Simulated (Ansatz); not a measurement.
A run of Ansatz 0.2.0:

input.yaml

```yaml
crystal:
  lattice:
    - [2.8124553515, -0.0140622768, 0.0]
    - [-1.4184059646, 2.4426889198, 0.0]
    - [0.0, 0.0, 4.86685]
  atoms:
    - { symbol: Al, position: [0.3333333333, 0.6666666667, 0.25] }
    - { symbol: Al, position: [0.6666666667, 0.3333333333, 0.75] }
hamiltonian:
  xc: pbe
  pseudopotentials: { kind: paw }
kpoints:
  mp_grid: { grid: [11, 11, 6] }
scf:
  occupations: { method: fermi_dirac, width: 0.05 }
output:
  forces: true
  stress: true
  eigenvalues: true
relax:
  f_tol: 0.01
  max_steps: 40
```

Potentials or basis: Ansatz PAW.

Command:

```sh
$ ansatz run input.yaml --threads 2 --pin off --max-ram 5632MiB --backend cpu --events-out ev --progress --plain --runs-dir out
```

Hardware: 2 threads of Arm Neoverse V2, on a shared host.

Problem. Estimate the wall time of this run.

Solution. Run time: 3.3 s on 2 threads of Arm Neoverse V2, with other jobs on the host, peak memory 0.34 GiB. Counts: scf iterations 8, plane waves 665, k points 244, bands 7, ion steps 2.
